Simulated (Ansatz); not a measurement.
The reference is CsPbI$_{3}$ in the cubic perovskite structure (space group Pm-3m, No. 221; a = 6.247 Å).

All numbers come from PBEsol (Ansatz, a quantum-chemistry and plane-wave program, PAW, no spin-orbit coupling).

Base values:

The density comes out as 4.91 g/cm³ and the electron mass comes out as 0.059, 0.67, 0.67 mₑ (at R). The hole mass is 0.11 mₑ (at R) and the band gap is 1.19 eV.

It is then changed as follows: a negative pressure, −1 GPa.

**Question.** How does this affect the density?

**Answer.** The density falls by 0.32 g/cm³, from 4.91 g/cm³ to 4.59 g/cm³.

**Question.** What happens to the electron mass?

**Answer.** The electron mass (degenerate bands, along [100]) changes from 0.059, 0.67, 0.67 mₑ (at R) to 0.067, 0.73, 0.73 mₑ (at R).

**Question.** What happens to the hole mass?

**Answer.** The hole mass changes from 0.11 mₑ (at R) to 0.14 mₑ (at R).

**Question.** Predict the new band gap.

**Answer.** The band gap goes up by 0.21 eV to 1.40 eV.

Spin-orbit coupling, missing from the scalar runs, can matter with I and Pb. Load acts through the strain it causes; cell and atoms are relaxed under it. Masses are band curvatures over ±0.01 Å⁻¹ around the edge. No phonon test of stability was made. Many cubic perovskites are stable only at high temperature; tilts and polar distortions were not tested. This is not the structure that CsPbI3 has at room temperature and ambient pressure.
